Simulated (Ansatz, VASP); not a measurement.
# Two plane-wave programs on Ta

```
CELL_PARAMETERS angstrom
-1.60602 1.60602 1.60602
1.60602 -1.60602 1.60602
1.60602 1.60602 -1.60602
ATOMIC_POSITIONS crystal
Ta 0.00000 0.00000 0.00000
```

Alike in both runs: task single point; functional PBE; k mesh 10 × 10 × 10; occupations fermi-dirac, width 0.15 eV; no spin polarisation.

|  | VASP | Ansatz |
| --- | --- | --- |
| version | VASP 6.6.1 | Ansatz 0.2.0 |
| potentials or method | VASP PAW PBE potentials, release 64 (Ta_pv) | plane waves, PAW |
| plane-wave cutoff (eV) | 520 | 500 |
| valence electrons in the cell | 11 | 13 |

Ansatz gave:

| Quantity | Value |
| --- | --- |
| pressure (GPa) | 24.8 |

Problem. What did VASP give for the same quantities?

Solution. Pressure (GPa): 25.1.

The two sets of potentials don't hold the same shells in valence.

Caveats: so large a pressure means that the cell lies far from this level's equilibrium, or that cutoff or potentials fall short (VASP). Spin-orbit coupling is left out, which matters for the levels of Ta.
